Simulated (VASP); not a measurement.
# As2Pt (Sperrylite): what each functional gives, and what it costs, part 5 of 5

Wanted: bands and gap of As2Pt (Sperrylite) from one functional after another. The start is a cell from a database of measured crystal structures.

VASP 6.6.1, plane waves and PAW; the level of theory is named at each step.

So far, least gap on mesh and path (eV): step 2 (bands, level LDA, k 3×3×3) 0.222; step 5 (bands, level TB-mBJ, k 3×3×3) 0.469; step 6 (bands, level AM05, k 3×3×3) 0.244; step 8 (bands, level HSE06, k 3×3×3) 0.761; step 9 (bands, level PBE + SOC) 0.253.

### Step 10. Bands with TB-mBJ + SOC

This step: TB-mBJ, spin-orbit coupling; plane waves and PAW (As, Pt) (VASP 6.6.1).

INCAR

```
SYSTEM = As2Pt
PREC = Accurate
ENCUT = 400
EDIFF = 1E-06
NELM = 150
ISMEAR = 0
SIGMA = 0.02
LREAL = .FALSE.
ALGO = Normal
METAGGA = MBJ
LASPH = .TRUE.
LNONCOLLINEAR = .TRUE.
MAGMOM = 0 0 0 0 0 0 0 0 0 0 0 0 0 0 0 0 0 0 0 0 0 0 0 0 0 0 0 0 0 0 0 0 0 0 0 0
NBANDS = 104
GGA_COMPAT = .FALSE.
LSORBIT = .TRUE.
LMAXMIX = 4
LORBIT = 11
LWAVE = .FALSE.
LCHARG = .FALSE.
KPAR = 2
NCORE = 4
```

POSCAR

```
As2Pt
1.0
    5.9665000000      0.0000000000      0.0000000000
    0.0000000000      5.9665000000      0.0000000000
    0.0000000000      0.0000000000      5.9665000000
As Pt
8 4
Direct
    0.3830000000      0.3830000000      0.3830000000
    0.1170000000      0.6170000000      0.8830000000
    0.8830000000      0.1170000000      0.6170000000
    0.6170000000      0.8830000000      0.1170000000
    0.6170000000      0.6170000000      0.6170000000
    0.8830000000      0.3830000000      0.1170000000
    0.1170000000      0.8830000000      0.3830000000
    0.3830000000      0.1170000000      0.8830000000
    0.0000000000      0.0000000000      0.0000000000
    0.5000000000      0.0000000000      0.5000000000
    0.5000000000      0.5000000000      0.0000000000
    0.0000000000      0.5000000000      0.5000000000
```

KPOINTS

```
Automatic mesh
0
Gamma
3 3 3
0 0 0
```

KPOINTS_OPT

```
Line mode
12
Line-mode
Reciprocal
  0.00000000   0.00000000   0.00000000 GAMMA
  0.00000000   0.50000000   0.00000000 X

  0.00000000   0.50000000   0.00000000 X
  0.50000000   0.50000000   0.00000000 M

  0.50000000   0.50000000   0.00000000 M
  0.00000000   0.00000000   0.00000000 GAMMA

  0.00000000   0.00000000   0.00000000 GAMMA
  0.50000000   0.50000000   0.50000000 R

  0.50000000   0.50000000   0.50000000 R
  0.00000000   0.50000000   0.00000000 X

  0.50000000   0.50000000   0.00000000 M
  0.50000000   0.50000000   0.50000000 R
```

The projector-augmented-wave data sets are As and Pt (PBE family, release 64).

Run with:

```sh
$ mpirun -np 8 vasp_ncl
```

The log of the run:

```text
[... set-up lines as in an earlier step ...]
 entering main loop
       N       E                     dE             d eps       ncg     rms          rms(c)
DAV:   1     0.524419115513E+04    0.52442E+04   -0.30557E+04   832   0.112E+03
DAV:   2     0.484241218117E+04   -0.40178E+03   -0.38057E+03   968   0.236E+02
DAV:   3     0.481926347604E+04   -0.23149E+02   -0.22667E+02   952   0.520E+01
DAV:   4     0.481884993604E+04   -0.41354E+00   -0.41064E+00   992   0.707E+00
[...]
DAV:  27     0.483696986669E+04   -0.21722E-05   -0.21888E-11   416   0.154E-05    0.658E-06
DAV:  28     0.483696986813E+04    0.14405E-05   -0.13289E-11   416   0.889E-06    0.241E-06
DAV:  29     0.483696986724E+04   -0.89465E-06   -0.39915E-12   416   0.620E-06
   1 F= 0.48369699E+04 E0= 0.48369699E+04  d E =-.234242E-19  mag=    -0.0000     0.0000    -0.0000
 Start KPOINTS_OPT (optional k-point list driver)
k-point batch [1-4\72]
       N       E                     dE             ncg
DAV:   1     0.246750773809E+04    0.22260E+04      832
DAV:   2     0.831519894016E+03   -0.16360E+04      968
DAV:   3     0.750181956827E+03   -0.81338E+02      944
DAV:   4     0.748880714706E+03   -0.13012E+01      976
DAV:   5     0.748844072091E+03   -0.36643E-01     1008
DAV:   6     0.748842895112E+03   -0.11770E-02      976
DAV:   7     0.748842849805E+03   -0.45307E-04      968
DAV:   8     0.748842847666E+03   -0.21391E-05      864
DAV:   9     0.748842847581E+03   -0.85112E-07      616
[...]
k-point batch [69-72\72]
       N       E                     dE             ncg
DAV:   1     0.250437805068E+04   -0.45846E+04      832
DAV:   2     0.910461136364E+03   -0.15939E+04      952
DAV:   3     0.816908115526E+03   -0.93553E+02      968
DAV:   4     0.815077270831E+03   -0.18308E+01      944
DAV:   5     0.815036305105E+03   -0.40966E-01      984
DAV:   6     0.815035215720E+03   -0.10894E-02      936
DAV:   7     0.815035170886E+03   -0.44834E-04      896
DAV:   8     0.815035168874E+03   -0.20123E-05      848
DAV:   9     0.815035168792E+03   -0.81905E-07      536
```

Run time: 5.1 min. Hardware: 8 MPI ranks of Intel Xeon Platinum 8488C (Sapphire Rapids), shared host; peak memory 2.7 GiB; 40 min of CPU time.

From OUTCAR (step 10):

```text
  Total      146.7697638    146.7697638    146.7697638     -0.0000000      0.0000000      0.0000000
  in kB     1107.1035484   1107.1035484   1107.1035484     -0.0000000      0.0000000      0.0000000
  external PRESSURE =    1107.1035484 kB  Pullay stress =       0.0000000 kB

 POSITION                                       TOTAL-FORCE (eV/Angst)
 -----------------------------------------------------------------------------------
      2.28517      2.28517      2.28517         0.440367      0.440367      0.440367
      0.69808      3.68133      5.26842        -0.440367     -0.440367      0.440367
      5.26842      0.69808      3.68133         0.440367     -0.440367     -0.440367
      3.68133      5.26842      0.69808        -0.440367      0.440367     -0.440367
      3.68133      3.68133      3.68133        -0.440367     -0.440367     -0.440367
      5.26842      2.28517      0.69808         0.440367      0.440367     -0.440367
      0.69808      5.26842      2.28517        -0.440367      0.440367      0.440367
      2.28517      0.69808      5.26842         0.440367     -0.440367      0.440367
      0.00000      0.00000      0.00000         0.000000      0.000000      0.000000
      2.98325      0.00000      2.98325         0.000000      0.000000      0.000000
      2.98325      2.98325      0.00000         0.000000      0.000000      0.000000
      0.00000      2.98325      2.98325         0.000000      0.000000      0.000000
 -----------------------------------------------------------------------------------
    total drift:                               -0.000000      0.000000     -0.000000

  FREE ENERGIE OF THE ION-ELECTRON SYSTEM (eV)
  ---------------------------------------------------
[...]
1       -0.000   0.000   0.000  -0.000
    2        0.000  -0.000  -0.000   0.000
    3       -0.000   0.000   0.000  -0.000
    4        0.000  -0.000  -0.000   0.000
    5       -0.000   0.000   0.000  -0.000
    6        0.000  -0.000  -0.000   0.000
    7       -0.000   0.000   0.000  -0.000
    8        0.000  -0.000  -0.000   0.000
    9       -0.000  -0.000   0.000   0.000
   10        0.000   0.000  -0.000  -0.000
   11       -0.000  -0.000   0.000   0.000
   12        0.000   0.000  -0.000  -0.000
--------------------------------------------------
tot          0.000   0.000  -0.000   0.000

 magnetization (y)
# of ion       s       p       d       tot
------------------------------------------
    1       -0.000   0.000   0.000  -0.000
    2        0.000  -0.000  -0.000   0.000
    3        0.000  -0.000  -0.000   0.000
    4       -0.000   0.000   0.000  -0.000
    5       -0.000   0.000   0.000  -0.000
    6        0.000  -0.000  -0.000   0.000
    7        0.000  -0.000  -0.000   0.000
    8       -0.000   0.000   0.000  -0.000
    9       -0.000  -0.000   0.000   0.000
   10        0.000   0.000  -0.000  -0.000
   11        0.000   0.000  -0.000  -0.000
   12       -0.000  -0.000   0.000   0.000
--------------------------------------------------
tot         -0.000   0.000  -0.000  -0.000

 magnetization (z)
# of ion       s       p       d       tot
------------------------------------------
    1       -0.000   0.000   0.000  -0.000
    2       -0.000   0.000   0.000  -0.000
    3        0.000  -0.000  -0.000   0.000
    4        0.000  -0.000  -0.000   0.000
    5       -0.000   0.000   0.000  -0.000
    6       -0.000   0.000   0.000  -0.000
    7        0.000  -0.000  -0.000   0.000
    8        0.000  -0.000  -0.000   0.000
    9       -0.000  -0.000   0.000   0.000
   10       -0.000  -0.000   0.000   0.000
   11        0.000   0.000  -0.000  -0.000
   12        0.000   0.000  -0.000  -0.000
--------------------------------------------------
tot         -0.000  -0.000  -0.000  -0.000

[... 2 parts as in an earlier step ...]

[... 1 further part left out ...]
[key lines of the parts left out:]
E-fermi :   7.8966
```

Electronic bands along the path, in eV, zero at the valence-band top; v1 is the highest filled band, c1 the lowest empty one:

```csv
point,v4,v3,v2,v1,c1,c2,c3,c4
Γ,-0.79,-0.79,-0.79,-0.79,0.78,0.78,0.78,0.78
0.45 of the way,-0.91,-0.91,-0.27,-0.27,0.90,0.90,0.98,0.98
X,-0.93,-0.93,-0.93,-0.93,1.64,1.64,1.64,1.64
0.55 of the way,-0.58,-0.58,-0.58,-0.58,1.59,1.59,1.59,1.59
M,-0.56,-0.56,-0.56,-0.56,2.09,2.09,2.09,2.09
0.55 of the way,-0.76,-0.76,-0.36,-0.36,1.00,1.00,1.20,1.20
Γ,-0.79,-0.79,-0.79,-0.79,0.78,0.78,0.78,0.78
0.45 of the way,-0.69,-0.69,-0.61,-0.61,1.09,1.09,1.72,1.72
R,-0.66,-0.66,-0.66,-0.66,0.46,0.46,0.46,0.46
0.45 of the way,-0.69,-0.69,-0.68,-0.68,1.37,1.37,1.40,1.40
X,-0.93,-0.93,-0.93,-0.93,1.64,1.64,1.64,1.64
jump to M,-0.56,-0.56,-0.56,-0.56,2.09,2.09,2.09,2.09
0.45 of the way,-0.69,-0.69,-0.66,-0.66,1.41,1.41,1.43,1.43
R,-0.66,-0.66,-0.66,-0.66,0.46,0.46,0.46,0.46
```

Of the projections kept (As, Pt), the largest for each band there; the rest of the weight can lie on other orbitals:

```csv
point,v4,v3,v2,v1,c1,c2,c3,c4
Γ,As 0.79,As 0.79,As 0.79,As 0.79,Pt 0.67,Pt 0.67,Pt 0.67,Pt 0.67
X,As 0.66,As 0.66,As 0.66,As 0.66,Pt 0.59,Pt 0.59,Pt 0.59,Pt 0.59
M,As 0.53,As 0.53,As 0.53,As 0.53,As 0.54,As 0.54,As 0.54,As 0.54
Γ,As 0.79,As 0.79,As 0.79,As 0.79,Pt 0.67,Pt 0.67,Pt 0.67,Pt 0.67
R,As 0.72,As 0.72,As 0.72,As 0.72,Pt 0.67,Pt 0.67,Pt 0.67,Pt 0.67
X,As 0.66,As 0.66,As 0.66,As 0.66,Pt 0.59,Pt 0.59,Pt 0.59,Pt 0.59
```

The gap is 0.46 eV, indirect. That is the gap of TB-mBJ again; this run took 3.5 times the core time.

### Step 11. The ladder as a table

This step: ladder of functionals on one cell; plane waves and PAW (VASP 6.6.1).

Derived from the runs above.

A gap of 0 means none; cost is the wall time of each run, as given at its step, times its ranks, without the set-up around it. Results by level, by row:

```
       level  gap (eV)  least direct gap (eV)  pressure (GPa)  cost (core minutes)
         LDA     0.222                  1.006            -0.7                 6.93
      PBEsol     0.245                  1.009            1.34                    6
         PBE     0.256                  1.027            7.07                 6.53
      TB-mBJ     0.469                  1.214               -                 11.5
        AM05     0.244                   1.01            0.52                 7.73
       HSE06     0.761                  1.504               -                  303
   PBE + SOC     0.253                   0.95            7.05                 30.7
TB-mBJ + SOC     0.464                  1.127               -                 40.5
```

### Step 12. Outcome

```
gap, LDA          : 0.222 eV
gap, PBEsol       : 0.245 eV
gap, PBE          : 0.256 eV
gap, TB-mBJ       : 0.469 eV
gap, AM05         : 0.244 eV
gap, HSE06        : 0.761 eV
gap, PBE + SOC    : 0.253 eV
gap, TB-mBJ + SOC : 0.464 eV
```

**Reading.** For As2Pt (Sperrylite), without spin-orbit coupling, the functional decides between a gap of 0.222 eV (LDA) and 0.761 eV (HSE06), while across these levels the cost spans a factor of 50. HSE06 moves the gap by +0.50 eV from PBE, at about 46 times the core time, though on fewer points of the path. Spin-orbit coupling changes the PBE gap by -0.00 eV. Adding the spin-orbit shift of PBE (-0.00 eV) to levels run without it gives estimates of 0.76 eV for HSE06; the shift need not carry over unchanged. TB-mBJ lands -0.29 eV from HSE06 at 3.8 % of its cost. All levels use one geometry and one mesh, kept coarse to afford the hybrids, so no gap here is fully converged. Costs come from a shared host, and the hybrids use PRECFOCK = Fast. These are single-particle gaps of a static lattice, without excitons or temperature.

[Lines on the potential files, build, host, timing and source positions are cut from VASP's logs without a mark.]

[Logs are printed without paths, hosts, clocks, repeated set-up lines and the standing remarks that a program may print on its own settings, such as how far it seeks lower states.]

[Hosts, paths, dates, database ids (printed as entryN), source tags and the programs' standing remarks are cut or masked in the printed files.]

[A measured line is paired with the nearest computed mode of its activity, which favours agreement.]

[In band tables of VASP the shares of atoms and orbitals are scaled to a sum of 1 inside the atoms' spheres.]
